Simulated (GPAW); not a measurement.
Input of a GPAW 26.7.0 run:

Contents of run.py:

```python
from ase import Atoms
from ase.dft.bandgap import bandgap
from ase.io import write
from ase.units import GPa
from gpaw import GPAW, PW, setup_paths

setup_paths.insert(0, '.')

atoms = Atoms(['Ni', 'Si', 'Si'],
              cell=[[0.0, 2.703, 2.703],
                    [2.703, 0.0, 2.703],
                    [2.703, 2.703, 0.0]],
              scaled_positions=[[0.0, 0.0, 0.0],
                                [0.75, 0.75, 0.75],
                                [0.25, 0.25, 0.25]],
              pbc=True)
atoms.set_initial_magnetic_moments([1.0, 0.0, 0.0])

calc = GPAW(mode=PW(600),
            xc='GGA_X_PW91+GGA_C_PW91',
            kpts={'size': (9, 9, 9), 'gamma': True},
            occupations={'name': 'fermi-dirac', 'width': 0.05},
            nbands=24,
            convergence={'density': 1e-05, 'energy': 1e-05},
            maxiter=150,
            txt='gpaw.txt')
atoms.calc = calc
energy = atoms.get_potential_energy()
forces = atoms.get_forces()
stress = atoms.get_stress()
calc.write('gs.gpw')
write('result.traj', atoms)
print(f'Energy: {energy:.6f} eV')
print('Forces (eV/A):')
print(forces.round(4))
print('Stress (GPa):', (stress / GPa).round(3))
print('Moments:', calc.get_magnetic_moments().round(3))
print('Fermi level:', round(calc.get_fermi_level(), 4), 'eV')
print(f'Gap: {bandgap(calc)[0]:.4f} eV, direct: {bandgap(calc, direct=True)[0]:.4f} eV')

path = atoms.cell.bandpath('GXWKGLUWLK,UX', npoints=80, eps=1e-4)
bs_calc = calc.fixed_density(kpts=path, symmetry='off', nbands=35,
                             convergence={'bands': 'CBM+6.0', 'eigenstates': 1e-6}, txt='bands.txt')
bs = bs_calc.band_structure()
bs.write('bs.json')
print(f'Gap on the path: {bandgap(bs_calc)[0]:.4f} eV')
```

Potentials or basis: PAW data sets generated in the run's folder for this functional, pw.

Command:

```bash
$ gpaw-setup -f GGA_X_PW91+GGA_C_PW91 Ni Si
$ OMP_NUM_THREADS=1 python run.py
```

Q: What does it give for the band gap along the path?

A: None (metal or under the smearing width).

Q: Predict the net moment.

A: 0.00 μB per cell.

Q: Estimate the pressure.

A: 5.2 GPa.

Levels at the corners of the path, in eV from the Fermi level:
Spin up:
| point | band 10 | band 11 | band 12 | band 13 | band 14 | band 15 |
| --- | --- | --- | --- | --- | --- | --- |
| Γ | -0.42 | 1.74 | 1.74 | 1.74 | 2.20 | 2.20 |
| X | -3.65 | -3.51 | -3.17 | -0.40 | 1.40 | 7.68 |
| W | -3.65 | -3.24 | -2.49 | 2.20 | 2.20 | 4.64 |
| K | -3.47 | -2.98 | -2.70 | 0.20 | 3.63 | 4.65 |
| Γ | -0.42 | 1.74 | 1.74 | 1.74 | 2.20 | 2.20 |
| L | -3.39 | -1.53 | -1.53 | 1.71 | 1.83 | 1.83 |
| U | -3.47 | -2.98 | -2.70 | 0.20 | 3.63 | 4.65 |
| W | -3.65 | -3.24 | -2.49 | 2.20 | 2.20 | 4.64 |
| L | -3.39 | -1.53 | -1.53 | 1.71 | 1.83 | 1.83 |
| K | -3.47 | -2.98 | -2.70 | 0.20 | 3.63 | 4.65 |
| U | -3.47 | -2.98 | -2.70 | 0.20 | 3.63 | 4.65 |
| X | -3.65 | -3.51 | -3.17 | -0.40 | 1.40 | 7.68 |
Spin down:
```
point  band 10  band 11  band 12  band 13  band 14  band 15
    Γ    -0.42     1.74     1.74     1.74     2.20     2.20
    X    -3.65    -3.51    -3.17    -0.40     1.40     7.68
    W    -3.65    -3.24    -2.49     2.20     2.20     4.64
    K    -3.47    -2.98    -2.70     0.20     3.63     4.65
    Γ    -0.42     1.74     1.74     1.74     2.20     2.20
    L    -3.39    -1.53    -1.53     1.71     1.83     1.83
    U    -3.47    -2.98    -2.70     0.20     3.63     4.65
    W    -3.65    -3.24    -2.49     2.20     2.20     4.64
    L    -3.39    -1.53    -1.53     1.71     1.83     1.83
    K    -3.47    -2.98    -2.70     0.20     3.63     4.65
    U    -3.47    -2.98    -2.70     0.20     3.63     4.65
    X    -3.65    -3.51    -3.17    -0.40     1.40     7.68
```

Caveat: the stock nickel data set gives pressures a few GPa off other programs.
